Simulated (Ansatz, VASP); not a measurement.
## Na in VASP and in Ansatz

File INCAR:

```
SYSTEM = Na
PREC = Accurate
ENCUT = 520
EDIFF = 1E-6
ISMEAR = -1
SIGMA = 0.05
LREAL = .False.
LASPH = .True.
NELM = 100
ALGO = Normal
ISIF = 2
LWAVE = .False.
LCHARG = .False.
GGA = PE
NBANDS = 14
```

File KPOINTS:

```
regular mesh
0
Gamma
  13 13 7
  0 0 0
```

File POSCAR:

```
Na
1.0
    3.7670009976      0.0000000000      0.0000000000
   -1.8835004988      3.2623185600      0.0000000000
    0.0000000000      0.0000000000      6.2770800000
Na
2
Direct
    0.3333333333      0.6666666667      0.2500000000
    0.6666666667      0.3333333333      0.7500000000
```

Input for Ansatz:

```yaml
crystal:
  lattice:
    - [3.7670009976, 0.0, 0.0]
    - [-1.8835004988, 3.26231856, 0.0]
    - [0.0, 0.0, 6.27708]
  atoms:
    - { symbol: Na, position: [0.3333333333, 0.6666666667, 0.25] }
    - { symbol: Na, position: [0.6666666667, 0.3333333333, 0.75] }
kpoints:
  mp_grid: { grid: [13, 13, 7] }
  band_path:
    path:
      - [0.0, 0.0, 0.0]
      - [0.5, 0.0, 0.0]
      - [0.3333333333, 0.3333333333, 0.0]
      - [0.0, 0.0, 0.0]
      - [0.0, 0.0, 0.5]
      - [0.5, 0.0, 0.5]
      - [0.3333333333, 0.3333333333, 0.5]
      - [0.0, 0.0, 0.5]
      - [0.5, 0.0, 0.5]
    npoints: 5
scf:
  occupations: { method: fermi_dirac, width: 0.05 }
hamiltonian:
  xc: pbe
  pseudopotentials: { kind: all_electron, lapw: { basis_error: 0.00025 } }
output:
  forces: true
  stress: true
  eigenvalues: true
```

Change from the starting cell: zz strain of +2 %.

Alike in both runs: task single point; functional PBE; k mesh 13 × 13 × 7; occupations fermi-dirac, width 0.05 eV; no spin polarisation.

|  | VASP | Ansatz |
| --- | --- | --- |
| version | VASP 6.6.1 | Ansatz 0.2.0 |
| potentials or method | VASP PAW PBE potentials, release 64 (Na_pv) | all-electron LAPW, scalar-relativistic |
| plane-wave cutoff (eV) | 520 | see its input |

```tsv
	VASP	Ansatz	Ansatz less VASP
pressure (GPa)	-0.3	-0.3	0.00
largest component of the traceless stress (GPa)	0.05	0.05	-0.004
```

Ansatz ran all-electron here, so the differences hold the error of VASP's frozen core and of both bases.
